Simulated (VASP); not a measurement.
Wanted: the native input for a VASP 6.6.1 run.

| Quantity | Value |
| --- | --- |
| Task | single point |
| Functional | PBEsol |
| Potentials or basis | VASP PAW PBE potentials, release 64 (Mg) |
| Cutoff | 520 eV |
| k mesh | 2 × 2 × 2 |
| Occupations | fermi-dirac, width 0.1 eV |
| Spin | no spin polarisation |
| Dipole correction | no |
| Further INCAR settings | ALGO = Fast; EDIFF = 1e-06; NBANDS = 16 |

The structure of Mg (a cell with a defect) lies in POSCAR:

```
Mg
1.0
   -3.6719832600      3.6719832600      3.3588080400
    3.6719832600     -3.6719832600      3.3588080400
    3.6719832600      3.6719832600     -3.3588080400
Mg
7
Direct
    0.0393855127      0.0379130114      0.0794031398
   -0.0270959474      0.4748224628     -0.0341739031
   -0.0276400174      0.4700626873      0.4660176474
    0.4765731221     -0.0287463112     -0.0334885786
    0.4676732051     -0.0255941580      0.4662784056
    0.5366246817      0.5349132087      0.0895678103
    0.5344795928      0.5366291124      0.5913956699
```

These files were run (other wordings do the same):

INCAR

```
PREC = Accurate
ENCUT = 520
EDIFF = 1E-6
ISMEAR = -1
SIGMA = 0.1
LREAL = F
LASPH = T
NELM = 100
ALGO = Fast
ISIF = 2
LWAVE = F
LCHARG = F
GGA = PS
NBANDS = 16
```

KPOINTS

```
Automatic mesh
0
Gamma
  2 2 2
```

Potentials or basis: VASP PAW PBE potentials, release 64 (Mg).

Run with:

```bash
$ cat potpaw_PBE.64/Mg/POTCAR > POTCAR
$ mpirun -np 1 vasp_std > vasp.out
```

Results of the run:

```yaml
Pressure: -1.0 GPa
Largest_force: 0.058 eV/Å
Band_gap_on_the_k_mesh: none (metal or under the smearing width)
```

Caveat: the k mesh is coarse (spacing up to 0.63 Å⁻¹), so the values aren't converged; the PAW data sets were made with another functional, which shifts forces and pressure a little.

Run time: 18 s on 1 thread of Intel(R) Xeon(R) 6975P-C (Granite Rapids), with other jobs on the host, peak memory 0.3 GiB.
